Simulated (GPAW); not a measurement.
# ZrO2 (P4_2/nmc) in GPAW: a run that goes wrong, beside a sound one

A flawed run on ZrO2 and a sound one for comparison.

Program: GPAW 26.7.0. These are calculated values, not measurements. Logs are shortened: lines on timing, memory, paths and dates and some standing lists are left out, and cuts for length are marked. The log counts tension as positive stress, the text compression.

## (1) The crystal as given

It takes space group P4_2/nmc (No. 137, tetragonal). The conventional cell has a = 3.596 Å, b = 3.596 Å, c = 5.177 Å, α = 90.00°, β = 90.00°, γ = 90.00°. Zr (site symmetry -4m2) has 8 O at 2.08 to 2.37 Å as nearest neighbours. O (site symmetry 2mm) has 4 Zr at 2.08 to 2.37 Å as nearest neighbours.

## (2) A run with an altered input

run.py

```python
from ase.dft.bandgap import bandgap
from ase.io import read, write
from ase.units import GPa
from gpaw import GPAW, PW

atoms = read('ZrO2.xyz')

calc = GPAW(mode=PW(800),
            xc='LDA',
            kpts={'size': (7, 7, 5), 'gamma': True},
            occupations={'name': 'fermi-dirac', 'width': 1.0},
            nbands=43,
            convergence={'density': 1e-05, 'energy': 1e-05},
            maxiter=50,
            txt='gpaw.txt')
atoms.calc = calc
energy = atoms.get_potential_energy()
forces = atoms.get_forces()
stress = atoms.get_stress()
calc.write('gs.gpw')
write('result.traj', atoms)
print(f'Energy: {energy:.6f} eV')
print('Forces (eV/A):')
print(forces.round(4))
print('Stress (GPa):', (stress / GPa).round(3))
print('Fermi level:', round(calc.get_fermi_level(), 4), 'eV')
print(f'Gap: {bandgap(calc)[0]:.4f} eV, direct: {bandgap(calc, direct=True)[0]:.4f} eV')
```

ZrO2.xyz

```xyz
6
Lattice="3.5961000000 0.0000000000 0.0000000000 0.0000000000 3.5961000000 0.0000000000 0.0000000000 0.0000000000 5.1770000000" Properties=species:S:1:pos:R:3 pbc="T T T"
Zr     1.7980500000      1.7980500000      2.5885000000
Zr     0.0000000000      0.0000000000      0.0000000000
O      1.7980500000      0.0000000000      4.1260690000
O      1.7980500000      0.0000000000      1.5375690000
O      0.0000000000      1.7980500000      3.6394310000
O      0.0000000000      1.7980500000      1.0509310000
```

Potentials or basis: the program's PAW data sets (release 1.2.1) made for this functional, pw.

The run is started by

```
OMP_NUM_THREADS=1 python run.py
```

gpaw.txt:

```text
__  _  _
 | _ |_)|_||  |
 |__||  | ||/\| - 26.7.0

Input parameters:
  mode=PW(ecut=800.0),
  convergence={'density': 1e-05, 'energy': 1e-05},
  kpts=MonkhorstPack(size=(7, 7, 5), gamma=True),
  maxiter=50,
  nbands=43,
  occupations=Occupations(name='fermi-dirac', width=1.0),
  xc=XC(name='LDA')

Diagonalizing LCAO Hamiltonian
Converting LCAO to pw mode
   .--------.
  /|        |
[... 223 lines left out ...]
|        ... |               |           |
|         42 |        24.089 |     0.000 |

Gap: 4.272 eV
Transition (v -> c):
  (s=0, k=12, n=23, [0.29, 0.14, 0.00]) -> (s=0, k=0, n=24, [0.00, 0.00, 0.00])
Direct/indirect transitions are different
Direct gap: 4.383 eV
Transition at: (s=0, k=0, n=23, [0.00, 0.00, 0.00])

Forces  # eV/Ang
|        x |       y |        z |
|----------|---------|----------|
|  0.00000 | 0.00000 |  0.00000 |  # Zr   0
|  0.00000 | 0.00000 |  0.00000 |  # Zr   1
|  0.00000 | 0.00000 | -0.16521 |  # O    2
| -0.00000 | 0.00000 | -0.16526 |  # O    3
|  0.00000 | 0.00000 |  0.16526 |  # O    4
|  0.00000 | 0.00000 |  0.16521 |  # O    5

Stress tensor  # eV/Ang^3
|        x |        y |        z |
|----------|----------|----------|
| 0.020443 | 0.000000 | 0.000000 |
| 0.000000 | 0.020443 | 0.000000 |
| 0.000000 | 0.000000 | 0.025138 |

# Writing to gs.gpw (mode='')
```

stdout:

```text
Energy: -60.876993 eV
Forces (eV/A):
[[ 0.      0.      0.    ]
 [ 0.      0.      0.    ]
 [ 0.      0.     -0.1652]
 [-0.      0.     -0.1653]
 [ 0.      0.      0.1653]
 [ 0.      0.      0.1652]]
Stress (GPa): [3.275 3.275 4.028 0.    0.    0.   ]
Fermi level: 9.1914 eV
Gap: 4.2722 eV, direct: 4.3826 eV
```

Wall time 77 s (1 thread of Arm Neoverse V2, shared host); peak memory 0.26 GiB.

The run converged. What is wrong with the input: smearing width far too large (occupations = name fermi-dirac, width 1.0). The program ran through all the same, so the numbers look like a result but aren't the crystal's properties.

## (3) Single point, LDA

Changes to run.py since step 2:

```diff
@@ -2,4 +2,5 @@
 from ase.io import read, write
-from ase.units import GPa
+from ase.units import Bohr, GPa
 from gpaw import GPAW, PW
+from gpaw.elf import elf_from_dft_calculation
 
@@ -10,6 +11,6 @@
             kpts={'size': (7, 7, 5), 'gamma': True},
-            occupations={'name': 'fermi-dirac', 'width': 1.0},
+            occupations={'name': 'fermi-dirac', 'width': 0.05},
             nbands=43,
             convergence={'density': 1e-05, 'energy': 1e-05},
-            maxiter=50,
+            maxiter=150,
             txt='gpaw.txt')
@@ -27 +28,6 @@
 print(f'Gap: {bandgap(calc)[0]:.4f} eV, direct: {bandgap(calc, direct=True)[0]:.4f} eV')
+
+# fields on the real-space grid
+write('density.cube', atoms, data=calc.get_pseudo_density() * Bohr**3)
+write('potential.cube', atoms, data=calc.get_electrostatic_potential())
+write('elf.cube', atoms, data=elf_from_dft_calculation(calc).data)
```

ZrO2.xyz is that of step 2.

Potentials or basis: the program's PAW data sets (release 1.2.1) made for this functional, pw.

The run is started by

```
OMP_NUM_THREADS=1 python run.py
```

It took 77 s on 1 thread of Arm Neoverse V2, shared host; peak memory 0.26 GiB.

It converged, with:

* Free energy: -61.8746 eV
* Pressure: -10.5 GPa
* Largest force: 0.184 eV/Å
* Band gap on the k mesh: 3.91 eV, indirect (least direct gap 4.02 eV)

Forces in eV/Å, atoms in the order of the input:
```
Zr   0.000  0.000  0.000
Zr   0.000  0.000  0.000
O    0.000  0.000  0.184
O    0.000  0.000  0.184
O    0.000  0.000 -0.184
O    0.000  0.000 -0.184
```

Stress tensor (GPa, compression positive):
```
-10.96   0.00   0.00
  0.00 -10.96   0.00
  0.00   0.00  -9.46
```

Levels at points of the mesh, in eV from the valence-band top:
| k point | band 21 | band 22 | band 23 | band 24 | band 25 | band 26 | band 27 | band 28 |
| --- | --- | --- | --- | --- | --- | --- | --- | --- |
| (0.00, 0.00, 0.00) | -0.56 | -0.12 | -0.12 | -0.11 | 3.91 | 4.40 | 5.04 | 5.21 |

Caveat: an odd mesh through Γ misses points on the zone boundary, where band edges often lie.
